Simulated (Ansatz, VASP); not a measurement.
## CdS (Hawleyite): VASP beside Ansatz

INCAR

```
SYSTEM = CdS
PREC     = Accurate       ! precision mode
ENCUT    = 520            ! plane-wave cutoff, eV
EDIFF    = 1E-6           ! SCF threshold, eV
ISMEAR   = -1             ! smearing method
SIGMA    = 0.05           ! smearing width, eV
LREAL    = .False.        ! projectors in reciprocal space
LASPH    = .True.         ! aspherical terms in the spheres
NELM     = 60             ! most SCF steps
ALGO     = Normal         ! electronic algorithm
ISIF     = 2              ! what is computed and relaxed
LWAVE    = .False.        ! write WAVECAR
LCHARG   = .True.         ! write CHGCAR
GGA      = PS             ! functional
LELF     = .True.         ! ELF
LVHAR    = .True.       
NBANDS   = 16             ! bands
```

File KPOINTS:

```
Automatic mesh
0
Gamma
  6 6 6
  0 0 0
```

Contents of POSCAR:

```
CdS
1.0
   -0.0437475000      2.9165000000      2.9165000000
    2.9165000000     -0.0437475000      2.9165000000
    2.8727525000      2.8727525000      0.0000000000
Cd S
1 1
Direct
    0.0000000000      0.0000000000      0.0000000000
    0.2500000000      0.2500000000      0.2500000000
```

Input for Ansatz:

```yaml
crystal:
  lattice:
    - [-0.0437475, 2.9165, 2.9165]
    - [2.9165, -0.0437475, 2.9165]
    - [2.8727525000000003, 2.8727525000000003, 0.0]
  atoms:
    - { symbol: Cd, position: [0.0, 0.0, 0.0] }
    - { symbol: S, position: [0.25, 0.25, 0.25] }
basis:
  ecutwfc: 435.382179935808
kpoints:
  mp_grid:
    grid: [6, 6, 6]
hamiltonian:
  xc: pbesol
  pseudopotentials:
    kind: paw
scf:
  occupations:
    method: fermi_dirac
    width: 0.05
output:
  stress: true
```

Alike in both runs: task single point; functional PBEsol; k mesh 6 × 6 × 6; occupations fermi-dirac, width 0.05 eV; no spin polarisation.

|  | VASP | Ansatz |
| --- | --- | --- |
| version | VASP 6.6.1 | Ansatz 0.2.0 |
| potentials or method | VASP PAW PBE potentials, release 64 (Cd, S) | plane waves, PAW |
| plane-wave cutoff (eV) | 520 | 435 |
| valence electrons in the cell | 18 | 26 |

```tsv
	VASP	Ansatz	Ansatz less VASP
pressure (GPa)	0.2	-0.2	-0.39
largest component of the traceless stress (GPa)	1.62	1.58	-0.037
```

The two sets of potentials don't hold the same shells in valence.

Caveats: the PAW data sets were made with another functional, which shifts forces and pressure a little (VASP). Expect the measured gap to be larger: semilocal functionals such as PBEsol lack the derivative discontinuity.
